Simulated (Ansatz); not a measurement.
Crystal: MnO.

```
Mn O
1.0
     2.67239    0.00000    0.00000
     0.00000    2.67239    0.00000
     0.00000    0.00000    2.67239
Mn O
1 1
Direct
  0.00000 0.00000 0.00000
  0.50000 0.50000 0.50000
```

Measurements of this composition are mostly on another form, of space group No. 225.

Alike in all runs: program Ansatz 0.2.0; functional PBE; potentials or basis Ansatz PAW; cutoff 420 eV (not typed: the program's choice for these potentials); k mesh 10 × 10 × 10; occupations fermi-dirac, width 0.05 eV.

The same cell was started in several ways:

| start | free energy over the lowest (meV/atom) | net moment (μB) | site or absolute moments (μB) | gap |
| --- | --- | --- | --- | --- |
| no spin polarisation | 534.0 | - | - | none (metal or under the smearing width) |
| collinear spin, ferromagnetic start of up to 5.5 μB | 0.0 | 4.19 | Mn +3.69; O +0.14 | none (metal or under the smearing width) |
| collinear spin, ferromagnetic start of up to 4 μB | 0.0 | 4.19 | Mn +3.69; O +0.14 | none (metal or under the smearing width) |
| collinear spin, random start of up to 4.2 μB | 0.0 | -4.19 | Mn -3.69; O -0.14 | none (metal or under the smearing width) |

Allowing spin polarisation gains 534 meV/atom. A still lower state may exist.

Caveats: semilocal functionals often make such compounds metallic where correlation or magnetic order opens a gap, which also shifts bond lengths; a cell with one magnetic atom can't hold antiferromagnetic order, which such compounds often take (some runs); an odd number of electrons without spin polarisation forces a metal (some runs); a magnetic or distorted state may lie lower (some runs).
